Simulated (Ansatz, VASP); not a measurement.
## One calculation of KCl, two programs

```xyz
2
Lattice="3.5807 0.0000 0.0000 0.0000 3.5807 0.0000 0.0000 0.0000 3.7430" Properties=species:S:1:pos:R:3 pbc="T T T"
K     0.0000    0.0000    0.0000
Cl    1.7903    1.7903    1.8715
```

Change from the starting cell: z stretched by +3 % at fixed volume.

Alike in both runs: task single point; functional PBE; k mesh 7 × 7 × 7; occupations fermi-dirac, width 0.01 eV; no spin polarisation.

```csv
,VASP,Ansatz
version,VASP 6.6.1,Ansatz 0.2.0
potentials or method,"VASP PAW PBE potentials, release 64 (K_sv, Cl), cutoff 520 eV","all-electron LAPW, scalar-relativistic"
```

```csv
,VASP,Ansatz,Ansatz less VASP
gap on the k mesh at the Fermi level (eV),5.47,5.47,+0.001
pressure (GPa),4.5,4.5,-0.07
largest component of the traceless stress (GPa),1.52,1.52,+0.006
```

Ansatz ran all-electron here, so the differences hold the error of VASP's frozen core and of both bases.

Caveats: an odd mesh through Γ misses points on the zone boundary, where band edges often lie.
